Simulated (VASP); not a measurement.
# SiC in VASP: relaxation of cell and atoms with revPBE+D3(BJ)

Aim: the relaxation of cell and atoms of SiC with revPBE+D3(BJ).

Everything below comes from runs of VASP 6.6.1. Logs are shortened: lines on timing, memory, paths and dates and some standing lists are left out, and cuts for length are marked.

## 1. The sheet as given

The cell holds a sheet with vacuum, 2 atoms: a = 3.090 Å, b = 3.090 Å, c = 16.000 Å, α = 90.00°, β = 90.00°, γ = 120.00°.

The cell was built by a generator and needn't be a form met in nature.

## 2. Relaxation of cell and atoms, revPBE+D3(BJ)

File INCAR:

```
SYSTEM = SiC
PREC     = Accurate       ! precision mode
ENCUT    = 600            ! plane-wave cutoff, eV
EDIFF    = 1E-6           ! SCF threshold, eV
ISMEAR   = 0              ! smearing method
SIGMA    = 0.03           ! smearing width, eV
LREAL    = .FALSE.        ! projectors in reciprocal space
LASPH    = .TRUE.         ! aspherical terms in the spheres
NELM     = 120            ! most SCF steps
ALGO     = Fast           ! electronic algorithm
ISIF     = 3              ! what is computed and relaxed
LWAVE    = .FALSE.        ! write WAVECAR
LCHARG   = .FALSE.        ! write CHGCAR
GGA      = RE             ! functional
IVDW     = 12             ! dispersion correction
IBRION   = 2              ! ionic algorithm
NSW      = 60             ! ionic steps
EDIFFG   = -0.005         ! ionic threshold
LATTICE_CONSTRAINTS= .TRUE. .TRUE. .FALSE.
KPAR     = 2
```

File KPOINTS:

```
Automatic mesh
0
G
  12 12 1
  0 0 0
```

File POSCAR:

```
SiC
1.0
    3.0900000000      0.0000000000      0.0000000000
   -1.5450000000      2.6760185000      0.0000000000
    0.0000000000      0.0000000000     16.0000000000
Si C
1 1
Direct
    0.3333330000      0.6666670000      0.5000000000
    0.6666670000      0.3333330000      0.5000000000
```

Potentials or basis: VASP PAW PBE potentials, release 64 (Si, C).

The run is started by

```console
cat potpaw_PBE.64/Si/POTCAR potpaw_PBE.64/C/POTCAR > POTCAR
mpirun -np 2 vasp_std > vasp.out
```

OUTCAR:

```text
SYSTEM = SiC
   PREC = Accurate
   ENCUT = 600
   EDIFF = 1E-6
   ISMEAR = 0
   LREAL = .FALSE.
   LASPH = .TRUE.
   NELM = 120
   ISIF = 3
   GGA = RE
   IVDW = 12
   IBRION = 2
   NSW = 60
   EDIFFG = -0.005
 IVDW          = 12

 ion  position               nearest neighbor table
   1  0.333  0.667  0.500-   2 1.78   2 1.78   2 1.78
   2  0.667  0.333  0.500-   1 1.78   1 1.78   1 1.78

  LATTYP: Found a hexagonal cell.
 ALAT       =     3.0900000000
 C/A-ratio  =     5.1779935275

  Lattice vectors:

 A1 = (   3.0900000000,   0.0000000000,   0.0000000000)
 A2 = (  -1.5450000000,   2.6760185000,   0.0000000000)
 A3 = (   0.0000000000,   0.0000000000,  16.0000000000)

Analysis of symmetry for initial positions (statically):
=====================================================================
 Subroutine PRICEL returns:
 Original cell was already a primitive cell.

 Routine SETGRP: Setting up the symmetry group for a
 hexagonal supercell.

 Subroutine GETGRP returns: Found 12 space group operations
 (whereof 12 operations were pure point group operations)
 out of a pool of 24 trial point group operations.

The static configuration has the point symmetry D_3h.

Analysis of symmetry for dynamics (positions and initial velocities):
=====================================================================
 Subroutine PRICEL returns:
 Original cell was already a primitive cell.

 Routine SETGRP: Setting up the symmetry group for a
 hexagonal supercell.

 Subroutine GETGRP returns: Found 12 space group operations
 (whereof 12 operations were pure point group operations)
 out of a pool of 24 trial point group operations.

The dynamic configuration has the point symmetry D_3h.

 Subroutine INISYM returns: Found 12 space group operations
 (whereof 12 operations are pure point group operations),
 and found     1 'primitive' translations

----------------------------------------------------------------------------------------

                                     Primitive cell

  volume of cell :     132.3024

  direct lattice vectors                    reciprocal lattice vectors
     3.090000000  0.000000000  0.000000000     0.323624595  0.186844747  0.000000000
    -1.545000000  2.676018500  0.000000000     0.000000000  0.373689494  0.000000000
     0.000000000  0.000000000 16.000000000     0.000000000  0.000000000  0.062500000

  length of vectors
     3.090000000  3.090000002 16.000000000     0.373689495  0.373689494  0.062500000

  position of ions in fractional coordinates (direct lattice)
     0.333333000  0.666667000  0.500000000
     0.666667000  0.333333000  0.500000000

  ion indices of the primitive-cell ions
   primitive index   ion index
                 1           1
                 2           2

----------------------------------------------------------------------------------------

 KPOINTS: Automatic mesh

Automatic generation of k-mesh.
 Grid dimensions read from file:
 generate k-points for:   12   12    1

 Generating k-lattice:

  Cartesian coordinates                     Fractional coordinates (reciprocal lattice)
     0.026968716  0.015570396  0.000000000     0.083333333  0.000000000  0.000000000
     0.000000000  0.031140791  0.000000000     0.000000000  0.083333333  0.000000000
     0.000000000  0.000000000  0.062500000     0.000000000  0.000000000  1.000000000

  Length of vectors
     0.031140791  0.031140791  0.062500000

  Shift w.r.t. Gamma in fractional coordinates (k-lattice)
     0.000000000  0.000000000  0.000000000

 Subroutine IBZKPT returns following result:
 ===========================================

 Found     19 irreducible k-points:

 Following reciprocal coordinates:
            Coordinates               Weight
  0.000000  0.000000  0.000000      1.000000
  0.083333  0.000000  0.000000      6.000000
  0.166667  0.000000  0.000000      6.000000
  0.250000  0.000000  0.000000      6.000000
  0.333333 -0.000000  0.000000      6.000000
  0.416667  0.000000  0.000000      6.000000
[... 11 lines left out ...]
  0.333333  0.250000  0.000000     12.000000
  0.333333  0.333333  0.000000      2.000000
   k-points           NKPTS =     19   k-points in BZ     NKDIM =     19   number of bands    NBANDS=      8
   number of dos      NEDOS =    301   number of ions     NIONS =      2
   total plane-waves  NPLWV = 100352
   dimension x,y,z NGX =    28 NGY =   28 NGZ =  128
   dimension x,y,z NGXF=    56 NGYF=   56 NGZF=  256
   ions per type =               1   1
   NGX,Y,Z   is equivalent  to a cutoff of  15.06, 15.06, 13.30 a.u.
   NGXF,Y,Z  is equivalent  to a cutoff of  30.13, 30.13, 26.60 a.u.
 SYSTEM =  SiC
   PREC   = accura    normal or accurate (medium, high low for compatibility)
   ISTART =      0    job   : 0-new  1-cont  2-samecut
   ICHARG =      2    charge: 1-file 2-atom 10-const
   ISPIN  =      1    spin polarized calculation?
   LNONCOLLINEAR =      F non collinear calculations
   LSORBIT =      F    spin-orbit coupling
   LASPH  =      T    aspherical Exc in radial PAW
   ENCUT  =  600.0 eV  44.10 Ry    6.64 a.u.   6.17  6.17 31.96*2*pi/ulx,y,z
   NELM   =    120;   NELMIN=  2; NELMDL= -5     # of ELM steps
   EDIFF  = 0.1E-05   stopping-criterion for ELM
   LREAL  =      F    real-space projection
   EDIFFG = -.5E-02   stopping-criterion for IOM
   NSW    =     60    number of steps for IOM
   IBRION =      2    ionic relax: 0-MD 1-quasi-New 2-CG
   NFREE  =      1    steps in history (QN), initial steepest desc. (CG)
   ISIF   =      3    stress and relaxation
   ISYM   =      2    0-nonsym 1-usesym 2-fastsym
   POTIM  = 0.5000    time-step for ionic-motion
   TEBEG  =    0.0;   TEEND  =   0.0 temperature during run
   PSTRESS=    0.0 pullay stress
   NELECT =       8.0000    total number of electrons
   NUPDOWN=      -1.0000    fix difference up-down
   EMIN   =  10.00;   EMAX   =-10.00  energy-range for DOS
   EFERMI =   0.00;   METHOD = LEGACY
   ISMEAR =     0;   SIGMA  =   0.03  broadening in eV -4-tet -1-fermi 0-gaus
   EFERMI_NEDOS =   21; number of points for ismear=-14 and -15
   IALGO  =     68    algorithm
   IMIX   =      4    mixing-type and parameters
     AMIX     =   0.40;   BMIX     =  1.00
     AMIX_MAG =   1.60;   BMIX_MAG =  1.00
  volume/ion in A,a.u.               =      66.15       446.41
  Fermi-wavevector in a.u.,A,eV,Ry     =   0.642563  1.214268  5.617669  0.412887
  Thomas-Fermi vector in A             =   1.709274
   LORBIT       =      0    0 simple, 1 ext, 2 COOP (PROOUT), +10 PAW based schemes
   GGA     = RE    functional components
   LHFCALC =     F    Hartree Fock is set to
   AEXX    =    0.0000 exact exchange contribution
   IVDW    =    12    specifies the selected vdW correction
   LEPSILON=     F    determine dielectric tensor
   LRPA    =     F    only Hartree local field effects (RPA)
 conjugate gradient relaxation of ions
 non-spin polarized calculation
 RMM-DIIS sequential band-by-band and
 Gauss-broadening in eV      SIGMA  =   0.03
  energy-cutoff  :      600.00
  volume of cell :      132.30
 maximum number of plane-waves:      4436
 NGX is ok and might be reduce to    28
   NGX = 13   NGY = 13   NGZ = 63

--------------------------------------- Ionic step        1  -------------------------------------------

 number of electron       8.0000000 magnetization

 Free energy of the ion-electron system (eV)
  ---------------------------------------------------
  ext. energy  EPLUGINS =         0.00000000
  ---------------------------------------------------
  free energy    TOTEN  =       -13.54982457 eV

  energy without entropy =      -13.54982457  energy(sigma->0) =      -13.54982457

------------------------ aborting loop because EDIFF is reached ----------------------------------------

 Edisp (eV)   -0.52145

 E8    (eV) :    -0.3521

  FORCE on cell =-STRESS in cart. coord.  units (eV):
  Direction    XX          YY          ZZ          XY          YZ          ZX
  --------------------------------------------------------------------------------------
  -------------------------------------------------------------------------------------
  Total       0.14120     0.14120    -0.02588     0.00000     0.00000     0.00000
  in kB       1.70998     1.70998    -0.31341     0.00000     0.00000     0.00000
  external pressure =        1.04 kB  Pullay stress =        0.00 kB

 VOLUME and BASIS-vectors are now :
 -----------------------------------------------------------------------------
  energy-cutoff  :      600.00
  volume of cell :      132.30
      direct lattice vectors                 reciprocal lattice vectors
     3.090000000  0.000000000  0.000000000     0.323624595  0.186844747  0.000000000
    -1.545000000  2.676018500  0.000000000     0.000000000  0.373689494  0.000000000
     0.000000000  0.000000000 16.000000000     0.000000000  0.000000000  0.062500000
[... 41 lines left out ...]
 POSITION                                       TOTAL-FORCE (eV/Angst)
 -----------------------------------------------------------------------------------
     -0.00000      1.79009      8.00000         0.000000     -0.000000      0.000000
      1.55026      0.89504      8.00000        -0.000000      0.000000      0.000000
 -----------------------------------------------------------------------------------
    total drift:                               -0.000567      0.000327      0.000000

  FREE ENERGIE OF THE ION-ELECTRON SYSTEM (eV)
  ---------------------------------------------------
  free  energy   TOTEN  =       -14.0708935172 eV

  energy  without entropy=      -14.0708935172  energy(sigma->0) =      -14.07089352

--------------------------------------- Ionic step        3  -------------------------------------------

 number of electron       8.0000000 magnetization

 Free energy of the ion-electron system (eV)
  ---------------------------------------------------
  ext. energy  EPLUGINS =         0.00000000
  ---------------------------------------------------
  free energy    TOTEN  =       -13.55108489 eV

  energy without entropy =      -13.55108489  energy(sigma->0) =      -13.55108489

 E-fermi :  -2.7497     XC(G=0):  -2.6934

 val. band max:       -2.8865854266   @ k =   0.3333   0.3333   0.0000
 cond. band min:      -0.3116215093   @ k =   0.5000   0.0000   0.0000
 fundamental gap:      2.5749639173
 Fermi energy:        -2.7497087865

 k-point     1 :       0.0000    0.0000    0.0000
  band No.  band energies     occupation
      1     -16.5950      2.00000
      2      -6.6392      2.00000
      3      -4.2070      2.00000
      4      -4.2069      2.00000
      5       0.2076      0.00000
      6       1.7845      0.00000
      7       2.1629      0.00000
      8       3.3741      0.00000

 k-point     2 :       0.0833    0.0000    0.0000
  band No.  band energies     occupation
      1     -16.4808      2.00000
      2      -6.5196      2.00000
      3      -4.7084      2.00000
      4      -4.3418      2.00000
      5       0.3960      0.00000
      6       1.9154      0.00000
      7       2.3220      0.00000
      8       3.5365      0.00000
[... 211 lines left out ...]
 POSITION                                       TOTAL-FORCE (eV/Angst)
 -----------------------------------------------------------------------------------
     -0.00000      1.78613      8.00000         0.000000      0.000000      0.000000
      1.54684      0.89307      8.00000        -0.000000      0.000000      0.000000
 -----------------------------------------------------------------------------------
    total drift:                               -0.000567      0.000328      0.000000

  FREE ENERGIE OF THE ION-ELECTRON SYSTEM (eV)
  ---------------------------------------------------
  free  energy   TOTEN  =       -14.0714453417 eV

  energy  without entropy=      -14.0714453417  energy(sigma->0) =      -14.07144534

 reached required accuracy - stopping structural energy minimisation
```

It took 23 s on 2 MPI ranks of Intel Xeon 6975P-C (Granite Rapids), shared host; peak memory 0.31 GiB.

Results:

| Item | Value |
| --- | --- |
| Free energy | -14.0714 eV |
| Relaxed volume | 66.31 Å³/atom |
| Relaxed cell | a = 3.094 Å, b = 3.094 Å, c = 16.000 Å, α = 90.00°, β = 90.00°, γ = 120.00° |
| Space group after relaxing (to 0.05 Å) | P-6m2 (No. 187) |
| Energy gained by relaxing | 0.1 meV/atom |
| Ionic steps | 3 |
| Band gap on the k mesh | 2.58 eV, indirect (least direct gap 2.58 eV) |
| Dispersion energy per atom | -0.260 eV |

The path:
```tsv
step	energy change (eV)	largest force (eV/Å)	pressure (GPa)	volume (Å³)
1	0.0000	0.0000	0.10	132.30
2	0.0004	0.0000	-0.20	133.21
3	-0.0002	0.0000	0.00	132.62
```

Final structure:
```
CELL_PARAMETERS angstrom
3.09367 0.00000 0.00000
-1.54684 2.67920 0.00000
0.00000 0.00000 16.00000
ATOMIC_POSITIONS crystal
Si 0.33333 0.66667 0.50000
C 0.66667 0.33333 0.50000
```

Caveat: the PAW data sets were made with another functional, which shifts forces and pressure a little. Expect the measured gap to be larger: semilocal functionals such as revPBE lack the derivative discontinuity.
